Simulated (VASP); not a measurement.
BAs:

```
CELL_PARAMETERS angstrom
0.00000 2.38850 2.38850
2.38850 0.00000 2.38850
2.38850 2.38850 0.00000
ATOMIC_POSITIONS crystal
As 0.75000 0.75000 0.75000
B 0.00000 0.00000 0.00000
```

Base run:

- Program: VASP 6.6.1
- Functional: PBEsol
- Potentials or basis: VASP PAW PBE potentials, release 64 (As, B)
- Cutoff: 520 eV
- k mesh: 10 × 10 × 10
- Occupations: gaussian, width 0.05 eV
- Spin: no spin polarisation

Its results: band gap on the k mesh 1.08 eV, indirect (least direct gap 3.24 eV); pressure 0.1 GPa.

The run is repeated on the same cell with these changes: functional from PBEsol to RPBE; further incar settings from ALGO = Normal; EDIFF = 1e-06; NBANDS = 11 to ALGO = Normal; EDIFF = 1e-06. What comes out?

Band gap on the k mesh 1.21 eV, indirect (least direct gap 3.28 eV); pressure 6.0 GPa.

Caveats: the PAW data sets were made with another functional, which shifts forces and pressure a little.

A k mesh can miss the band edges.
